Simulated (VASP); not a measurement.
## PbSe (Clausthalite): single point with r2SCAN+D4

**What was measured.**

A printed reference work, monograph reports, for a bulk crystal of PbSe at 4.2 K: band gap 0.15 eV (direct).

Crystal: PbSe (Clausthalite).

```xyz
2
Lattice="0.0000 3.0759 3.0759 3.0759 0.0000 3.0759 3.0759 3.0759 0.0000" Properties=species:S:1:pos:R:3 pbc="T T T"
Pb    0.0000    0.0000    0.0000
Se    3.0759    3.0759    3.0759
```

```json
{
  "Program": "VASP 6.6.1",
  "Task": "single point",
  "Functional": "r2SCAN",
  "Dispersion": "D4",
  "Potentials or basis": "VASP PAW PBE potentials, release 64 (Pb_d, Se)",
  "Cutoff": "550 eV",
  "k mesh": "6 × 6 × 6",
  "Occupations": "gaussian, width 0.01 eV",
  "Spin": "no spin polarisation",
  "Dipole correction": "no",
  "Further INCAR settings": "ALGO = Normal; EDIFF = 1e-06; NBANDS = 17"
}
```

```json
{
 "Pressure": "0.0 GPa",
 "Band gap on the k mesh": "0.63 eV, direct",
 "Dispersion energy per atom": "-0.133 eV"
}
```

Levels at points of the mesh, in eV from the valence-band top:
```csv
k point,band 6,band 7,band 8,band 9,band 10,band 11,band 12,band 13,band 14,band 15
"(0.00, 0.00, 0.00)",-14.01,-6.37,-1.95,-1.95,-1.95,5.02,5.02,5.02,7.00,7.00
"(0.50, 0.00, 0.00)",-12.94,-8.97,-1.54,-1.54,0.00,0.63,1.96,1.96,9.08,10.65
"(0.50, 0.50, 0.00)",-12.57,-7.51,-5.01,-3.28,-3.28,4.10,5.95,5.95,6.42,11.81
```

It took 44 s on 1 thread of Intel(R) Xeon(R) Platinum 8559C (Emerald Rapids), with other jobs on the host, peak memory 0.21 GiB.

Against the measured gap of PbSe, 0.15 eV (direct; 4.2 K; a printed reference work, monograph), the calculated 0.63 eV is off by +0.48 eV. 2 values of this kind are on record (0.15 to 0.28 eV); this one was drawn at random. Spin-orbit coupling on Pb, Se is left out. The value is that of r2SCAN+D4 on a finite k mesh, which can miss the band edges, without temperature or zero-point motion.

Caveat: the PAW data sets were made with another functional, which shifts forces and pressure a little; spin-orbit coupling is left out, which moves the levels of the heavy elements.
